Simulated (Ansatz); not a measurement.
The calculation used Ansatz, DFT PBE, scalar-relativistic, plane waves, PAW. Settings: cutoff 420 eV, Γ-centred meshes spaced at most about 0.3 Å⁻¹, and about 0.25 Å⁻¹ or finer for metals (2π included), Gaussian smearing. No spin polarisation in the final relaxations.

Temperature and zero-point effects are left out.

Compare these two cells of Si, each relaxed at this level.

A.

```
CELL_PARAMETERS angstrom
-3.44593 3.44593 2.17219
3.44593 -3.44593 2.17219
3.44593 3.44593 -2.17219
ATOMIC_POSITIONS crystal
Si 0.00000 0.00000 0.00000
Si 0.75000 0.25000 0.50000
Si 0.37500 0.62500 0.75000
Si 0.37500 0.12500 0.75000
Si 0.37500 0.62500 0.25000
Si 0.87500 0.62500 0.25000
```

B.

```
CELL_PARAMETERS angstrom
7.81856 0.00000 0.00000
-3.90928 6.77107 0.00000
0.00000 0.00000 7.83752
ATOMIC_POSITIONS crystal
Si 0.56514 0.13028 0.59864
Si 0.43486 0.56514 0.09864
Si 0.56514 0.43486 0.59864
Si 0.86972 0.43486 0.59864
Si 0.43486 0.56514 0.40136
Si 0.13028 0.56514 0.40136
Si 0.86972 0.43486 0.90136
Si 0.43486 0.86972 0.40136
Si 0.43486 0.86972 0.09864
Si 0.56514 0.13028 0.90136
Si 0.56514 0.43486 0.90136
Si 0.13028 0.56514 0.09864
```

**Question.** Which would you expect to be lower, and how large is the difference?

**Answer.** A is lower, by 140 meV/atom. A has space group I4_1/amd (No. 141), 17.2 Å³/atom and no gap on its mesh; B has space group P6_3/mmc (No. 194), 34.6 Å³/atom and no gap. Counting all near atoms (those within 1.25 times the shortest such distance or 1.15 times the sum of covalent radii; a plus sign parts nearer from farther groups; a slash parts the counts of unlike sites), A has Si 4/2+4 and B has Si 4. The denser one is the lower, and pressure would at first widen the difference. In A, around Si on a site of symmetry -4m2 lie 4 Si at 2.37 Å; around Si on a site of symmetry 2/m lie 2 Si at 2.37 Å and 4 Si at 2.67 Å. In B, around Si lie 4 Si at 2.35–2.38 Å. Both come from invented guesses. A third cell relaxed alike, in P6_122, lies 0.35 eV/atom below the lower of the two. The part of the Crystallography Open Database at hand lists Si in space groups No. 64, 74, 164, 191, 194 and others; sharing a group (P6_3/mmc) doesn't make a cell the listed structure.

The zero gap of P6_3/mmc may come from the functional, which often closes small gaps. Cells relaxed within their symmetry can be saddle points.
